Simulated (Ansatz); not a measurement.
## From the elastic tensor of W at 35 GPa (stress–strain coefficients) to moduli and sound speeds

All numbers below come from DFT PBE, scalar-relativistic, plane waves, PAW (Ansatz 0.2.0). Cutoff 420 eV, 20×20×20 k-points (Γ-centred), Fermi-Dirac smearing of 0.15 eV. No spin polarisation.

Symmetry: Im-3m, No. 229, cubic system. The conventional cell has a = 3.085 Å, b = 3.085 Å, c = 3.085 Å, α = 90.00°, β = 90.00°, γ = 90.00°. W (site symmetry m-3m) is surrounded by 8 W at 2.67 Å.

In a metal, frequencies and elastic constants depend on the k mesh and the smearing, soft modes and shear constants most. Spin–orbit coupling is left out, which can shift energies with elements as heavy as these. Other phases may be more stable at this pressure.

Relaxed-ion constants (GPa, on the Cartesian axes of the calculation):
```
707.7 305.9 305.9   0.0   0.0   0.0
305.9 707.7 305.9   0.0   0.0   0.0
305.9 305.9 707.7   0.0   0.0   0.0
  0.0   0.0   0.0 196.5   0.0   0.0
  0.0   0.0   0.0   0.0 196.5   0.0
  0.0   0.0   0.0   0.0   0.0 196.5
```

Density 20.804 g/cm³; 1 atom in 14.67 Å³.

The values that follow are for a polycrystal of randomly turned grains, by Hill's mean where one number stands.

* Bulk modulus, Voigt / Reuss / Hill: 439.8 / 439.8 / 439.8 GPa
* Shear modulus, Voigt / Reuss / Hill: 198.2 / 198.2 / 198.2 GPa
* Young's modulus: 517 GPa
* Poisson ratio: 0.304
* Pugh ratio B/G: 2.22
* Universal anisotropy index: 0.00
* Longitudinal and transverse sound speeds: 5818 and 3087 m/s
* Debye temperature from the mean sound speed: 420 K

Compressed tungsten remains almost elastically isotropic: C44, at 196.5 GPa, lies only slightly below the tetragonal shear constant (C11 − C12)/2, so the Voigt and Reuss bounds coincide and grain texture should hardly affect the sound speeds. The high resistance to both shears fits a roughly half-filled 5d band, in which bonding states are largely occupied and antibonding ones largely empty, with the Fermi level near the pseudogap typical of bcc group 6 metals. The near equality of the two shear constants is not required by cubic symmetry, but reflects a balance of band and electrostatic contributions. C12 exceeds C44 by more than twice the pressure, the difference that purely central forces would give, which points to many-body metallic bonding. The positive shear and bulk stiffnesses make the lattice stable against small homogeneous strains at this pressure. The Pugh ratio of 2.22 would conventionally suggest ductility, yet tungsten's familiar low-temperature brittleness is governed by screw-dislocation mobility and grain-boundary cohesion, which elastic constants do not capture.
